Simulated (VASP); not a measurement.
# Al (Fm-3m) in VASP: further runs, part 2 of 2

VASP 6.6.1. Earlier steps stand in the parts before.

## 4. Single point, LDA (grid = ENCUT=350 dk=0.9 cell=3x3x3 ISMEAR=1 SIGMA=0.1 LREAL=Auto EDIFF=1e-06)

File INCAR:

```
SYSTEM = Al
PREC = Accurate
ENCUT = 350
EDIFF = 1E-6
ISMEAR = 1
SIGMA = 0.1
LREAL = Auto
LASPH = .True.
NELM = 120
ALGO = Fast
ISIF = 2
LWAVE = .False.
LCHARG = .False.
GGA = CA
NBANDS = 65
```

File KPOINTS:

```
Automatic mesh
0
Gamma
  1 1 1
  0 0 0
```

File POSCAR:

```
Al
1.0
    0.0000000000      6.0744150000      6.0744150000
    6.0744150000      0.0000000000      6.0744150000
    6.0744150000      6.0744150000      0.0000000000
Al
26
Direct
    0.0000000000      0.0000000000      0.3333333333
    0.0000000000      0.0000000000      0.6666666667
    0.0000000000      0.3333333333      0.0000000000
    0.0000000000      0.3333333333      0.3333333333
    0.0000000000      0.3333333333      0.6666666667
    0.0000000000      0.6666666667      0.0000000000
    0.0000000000      0.6666666667      0.3333333333
    0.0000000000      0.6666666667      0.6666666667
    0.3333333333      0.0000000000      0.0000000000
    0.3333333333      0.0000000000      0.3333333333
    0.3333333333      0.0000000000      0.6666666667
    0.3333333333      0.3333333333      0.0000000000
    0.3333333333      0.3333333333      0.3333333333
    0.3333333333      0.3333333333      0.6666666667
    0.3333333333      0.6666666667      0.0000000000
    0.3333333333      0.6666666667      0.3333333333
    0.3333333333      0.6666666667      0.6666666667
    0.6666666667      0.0000000000      0.0000000000
    0.6666666667      0.0000000000      0.3333333333
    0.6666666667      0.0000000000      0.6666666667
    0.6666666667      0.3333333333      0.0000000000
    0.6666666667      0.3333333333      0.3333333333
    0.6666666667      0.3333333333      0.6666666667
    0.6666666667      0.6666666667      0.0000000000
    0.6666666667      0.6666666667      0.3333333333
    0.6666666667      0.6666666667      0.6666666667
```

Potentials or basis: VASP PAW LDA potentials, release 64 (Al).

On the command line:

```sh
$ cat potpaw_LDA.64/Al/POTCAR > POTCAR
$ mpirun -np 1 vasp_std > vasp.out
```

OUTCAR:

```text
SYSTEM = Al
   PREC = Accurate
   ENCUT = 350
   EDIFF = 1E-6
   ISMEAR = 1
   LREAL = Auto
   LASPH = .True.
   NELM = 120
   ISIF = 2
   GGA = CA

 Found      1 irreducible k-points:

 Following reciprocal coordinates:
            Coordinates               Weight
  0.000000  0.000000  0.000000      1.000000
   k-points           NKPTS =      1   k-points in BZ     NKDIM =      1   number of bands    NBANDS=     65
   number of dos      NEDOS =    301   number of ions     NIONS =     26
   total plane-waves  NPLWV = 157464
   dimension x,y,z NGX =    54 NGY =   54 NGZ =   54
   dimension x,y,z NGXF=   108 NGYF=  108 NGZF=  108
   ions per type =              26
[... 131 lines left out ...]
  Total      -18.1722021    -18.1722021    -18.1722021      0.0000000     -0.0000000      0.0000000
  in kB      -64.9493436    -64.9493436    -64.9493436      0.0000000     -0.0000000      0.0000000
  external PRESSURE =     -64.9493436 kB  Pullay stress =       0.0000000 kB

 VOLUME and BASIS-vectors are now :
 -----------------------------------------------------------------------------
  energy-cutoff  :      350.00
  volume of cell :      448.27
      direct lattice vectors                 reciprocal lattice vectors
     0.000000000  6.074415000  6.074415000    -0.082312453  0.082312453  0.082312453
     6.074415000  0.000000000  6.074415000     0.082312453 -0.082312453  0.082312453
     6.074415000  6.074415000  0.000000000     0.082312453  0.082312453 -0.082312453

 POSITION                                       TOTAL-FORCE (eV/Angst)
 -----------------------------------------------------------------------------------
      2.02480      2.02480      0.00000         0.085213      0.085213      0.000000
      4.04961      4.04961      0.00000        -0.085213     -0.085213      0.000000
      2.02480      0.00000      2.02480         0.085213     -0.000000      0.085213
      4.04961      2.02480      2.02480        -0.055812      0.055812      0.055812
      6.07442      4.04961      2.02480        -0.000000     -0.085213      0.085213
      4.04961      0.00000      4.04961        -0.085213     -0.000000     -0.085213
[... 18 lines left out ...]
      6.07442      6.07442      8.09922        -0.000000     -0.000000     -0.191079
      8.09922      8.09922      8.09922         0.055812      0.055812      0.055812
 -----------------------------------------------------------------------------------
    total drift:                               -0.000000     -0.000000     -0.000000

  FREE ENERGIE OF THE ION-ELECTRON SYSTEM (eV)
  ---------------------------------------------------
  free  energy   TOTEN  =       -93.9638880755 eV

  energy  without entropy=      -93.9812817916  energy(sigma->0) =      -93.96968598
```

OSZICAR:

```text
N       E                     dE             d eps       ncg     rms          rms(c)
DAV:   1     0.562742873887E+02    0.56274E+02   -0.20813E+04   130   0.698E+02
DAV:   2    -0.876505609944E+02   -0.14392E+03   -0.12971E+03   155   0.105E+02
DAV:   3    -0.951909176403E+02   -0.75404E+01   -0.71456E+01   148   0.205E+01
DAV:   4    -0.952812239183E+02   -0.90306E-01   -0.90093E-01   140   0.287E+00
DAV:   5    -0.952824965101E+02   -0.12726E-02   -0.12726E-02   139   0.349E-01    0.820E+00
RMM:   6    -0.943622934952E+02    0.92020E+00   -0.58759E-01   130   0.124E+00    0.480E+00
RMM:   7    -0.940200797583E+02    0.34221E+00   -0.18893E-01   132   0.971E-01    0.162E+00
RMM:   8    -0.939661537821E+02    0.53926E-01   -0.40307E-02   136   0.517E-01    0.478E-01
RMM:   9    -0.939640367452E+02    0.21170E-02   -0.44826E-03   134   0.225E-01    0.298E-01
RMM:  10    -0.939638945224E+02    0.14222E-03   -0.10811E-03   138   0.109E-01    0.451E-02
RMM:  11    -0.939638859804E+02    0.85420E-05   -0.19360E-04   139   0.497E-02    0.387E-02
RMM:  12    -0.939638877358E+02   -0.17554E-05   -0.36711E-05   142   0.209E-02    0.512E-03
RMM:  13    -0.939638880755E+02   -0.33969E-06   -0.80932E-06   129   0.970E-03
   1 F= -.93963888E+02 E0= -.93969686E+02  d E =0.173937E-01
```

stdout:

```text
POSCAR found type information on POSCAR Al
 POSCAR found :  1 types and      26 ions
 scaLAPACK will be used
 LDA part: xc-table for (Slater(with rela. corr.)+CA(PZ))
 , standard interpolation
 POSCAR, INCAR and KPOINTS ok, starting setup
 FFT: planning ... GRIDC
 FFT: planning ... GRID_SOFT
 FFT: planning ... GRID
 WAVECAR not read
 entering main loop
```

Wall time 29 s (1 thread of Intel Xeon Platinum 8488C (Sapphire Rapids), shared host); peak memory 0.26 GiB.

These settings aren't checked as converged: the numbers below hold their error.

Results:

| Property | Result |
| --- | --- |
| Free energy | -93.9639 eV |
| Pressure | -6.5 GPa |
| Largest force | 0.191 eV/Å |
| Band gap on the k mesh | 0.75 eV, direct |

## 5. Single point, LDA (grid = ENCUT=250 dk=0.35 cell=3x3x3 ISMEAR=1 SIGMA=0.1 LREAL=Auto EDIFF=1e-06)

Edit INCAR of step 4 so:

```diff
@@ -2,3 +2,3 @@
 PREC = Accurate
-ENCUT = 350
+ENCUT = 250
 EDIFF = 1E-6
```

File KPOINTS:

```
Automatic mesh
0
Gamma
  3 3 3
  0 0 0
```

POSCAR is that of step 4.

On the command line:

```sh
$ cat potpaw_LDA.64/Al/POTCAR > POTCAR
$ mpirun -np 1 vasp_std > vasp.out
```

It took 69 s on 1 thread of Intel Xeon Platinum 8488C (Sapphire Rapids), shared host; peak memory 0.24 GiB.

These settings aren't checked as converged: the numbers below hold their error.

Results:

```yaml
Free_energy: -106.8743 eV
Largest_force: 0.216 eV/Å
Band_gap_on_the_k_mesh: none (metal or under the smearing width)
```

Caveat: the cutoff is under 1.25 times the usual one of these potentials, so pressure, stress and relaxed cells hold a basis-set (Pulay) error.
